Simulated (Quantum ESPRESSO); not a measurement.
# ZnO in Quantum ESPRESSO: convergence with SCF threshold

Crystal: ZnO.

```
Zn O
1.0
     2.68821    0.00000    0.00000
     0.00000    2.68821    0.00000
     0.00000    0.00000    2.68821
Zn O
1 1
Direct
  0.00000 0.00000 0.00000
  0.50000 0.50000 0.50000
```

The cell was built by a generator and needn't be a form met in nature.

| Item | Value |
| --- | --- |
| Program | Quantum ESPRESSO 7.5 |
| Task | single point |
| Functional | PBEsol |
| Potentials or basis | GBRV 1.5 PBEsol |
| Cutoff | 762 eV |
| Density cutoff | 6095 eV |
| k mesh | 10 × 10 × 10 |
| Occupations | fermi-dirac, width 0.136 eV |
| Spin | no spin polarisation |

These are the settings of the first run; the series varies SCF threshold, with any setting tied to it.

Hardware: 1 thread of Arm Neoverse V1, with other jobs on the host.

Task: The values tried are 0.001 Ry, 0.0001 Ry, 1e-05 Ry, 1e-06 Ry, 1e-07 Ry, 1e-08 Ry, 1e-10 Ry, 1e-12 Ry, loosest first. From which on does the energy stay within 1 meV/atom of the tightest run that finished?

Result: From 0.0001 Ry on.

| SCF threshold | energy less the tightest run, at zero smearing (meV/atom) | pressure (GPa) | SCF cycles | CPU time (s) | peak memory (GiB) |
| --- | --- | --- | --- | --- | --- |
| 0.001 Ry | 1.13 | 48.52 | 4 | 7.6 | 0.14 |
| 0.0001 Ry | 0.02 | -10.24 | 5 | 9.1 | 0.14 |
| 1e-05 Ry | 0.02 | -10.24 | 5 | 9 | 0.14 |
| 1e-06 Ry | 0.00 | -7.34 | 7 | 12 | 0.14 |
| 1e-07 Ry | 0.00 | -7.34 | 7 | 12 | 0.14 |
| 1e-08 Ry | 0.00 | -7.34 | 7 | 12 | 0.14 |
| 1e-10 Ry | 0.00 | -7.41 | 9 | 15 | 0.14 |
| 1e-12 Ry | 0.00 | -7.40 | 11 | 17 | 0.14 |

Against the tightest run, the pressure stays within 0.1 GPa from 1e-06 Ry on. The tightest run that finished is the yardstick and may itself not be fully converged.
